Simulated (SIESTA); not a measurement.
Set up this calculation in SIESTA 5.4.2, as the native input.

* Task: single point
* Functional: LDA
* Potentials or basis: PseudoDojo 0.4 standard (LDA files)
* Basis: DZP (energy shift 0.003 Ry)
* Grid cutoff: 800 Ry
* Energy shift: 0.003 Ry
* k mesh: 6 × 6 × 6
* Occupations: fermi-dirac, width 0.05 eV
* Spin: no spin polarisation

SiO2:

```
Si O
1.0
    -2.62334    4.77675    4.44167
     2.62334   -4.77675    4.44167
     2.62334    4.77675   -4.44167
Si O
4 8
Direct
  0.26034 0.84494 0.41540
  0.07045 0.15506 0.91540
  0.73966 0.15506 0.58460
  0.92955 0.84494 0.08460
  0.50000 0.00000 0.50000
  0.00000 0.00000 0.00000
  0.79318 0.00000 0.29318
  0.20682 0.50000 0.20682
  0.20682 0.00000 0.70682
  0.79318 0.50000 0.79318
  0.86931 0.11931 0.75000
  0.13069 0.88069 0.25000
```

The cell comes from a database or a generator and needn't be the stable form of this composition.

These files were run (other wordings do the same):

SiO2.fdf

```
SystemName                      SiO2
SystemLabel                     SiO2
NumberOfSpecies                 2
NumberOfAtoms                   12
%block ChemicalSpeciesLabel
  1  14 Si
  2   8 O
%endblock ChemicalSpeciesLabel

LatticeConstant                 1.0 Ang
%block LatticeVectors
    -2.6233364600     4.7767535050     4.4416747250
     2.6233364600    -4.7767535050     4.4416747250
     2.6233364600     4.7767535050    -4.4416747250
%endblock LatticeVectors
AtomicCoordinatesFormat         Ang
%block AtomicCoordinatesAndAtomicSpecies
     2.6233364600    -0.8082640473     3.0642659989  1
     2.6233364600     3.9684894577    -3.0642659989  1
     0.0000000000     5.5850175523     1.3774087261  1
     0.0000000000     0.8082640473     7.5059407239  1
     0.0000000000     4.7767535050     0.0000000000  2
     0.0000000000     0.0000000000     0.0000000000  2
    -1.3116682300     5.1892300871     2.2208373625  2
     1.3116682300    -0.4124765821     2.2208373625  2
     1.3116682300     4.3642769229    -2.2208373625  2
     1.3116682300     5.1892300871     2.2208373625  2
     0.0000000000     7.1651302575     1.0598824611  2
     2.6233364600    -2.3883767525     3.3817922639  2
%endblock AtomicCoordinatesAndAtomicSpecies

%block kgrid.MonkhorstPack
    6   0   0  0.0
    0   6   0  0.0
    0   0   6  0.0
%endblock kgrid.MonkhorstPack
XC.Functional                   LDA
XC.Authors                      PW92
PAO.BasisSize                   DZP
PAO.EnergyShift                 0.003 Ry
Mesh.Cutoff                     800 Ry
OccupationFunction              FD
ElectronicTemperature           0.05 eV
MaxSCFIterations                120
SCF.MustConverge                false
SCF.Mixer.Method                Pulay
SCF.Mixer.Weight                0.25
SCF.Mixer.History               8
SCF.DM.Tolerance                5.0e-05
SCF.H.Tolerance                 1.0e-03 eV
WriteForces                     true
Charge.Mulliken                 end
Charge.Hirshfeld                end
Charge.Voronoi                  end
SaveRho                         true
SaveElectrostaticPotential      true
```

Potentials or basis: PseudoDojo 0.4 standard (LDA files), DZP (energy shift 0.003 Ry).

Command:

```bash
$ siesta SiO2.fdf > SiO2.out 2>&1
```

It gave:

The pressure is 0.7 GPa. The largest force is 0.313 eV/Å, the band gap on the k mesh is 6.63 eV, direct and the hirshfeld charges are Si +0.48; O -0.24 e. The voronoi charges are Si +0.51; O -0.25, -0.26 e.

Caveat: Mulliken charges of long-ranged orbitals can have an unphysical sign; the basis of atomic orbitals isn't converged, which shifts pressures, moduli and gaps.

Run time: 4.4 min on 1 thread of Intel(R) Xeon(R) Platinum 8488C (Sapphire Rapids), on a shared host, peak memory 1.4 GiB.
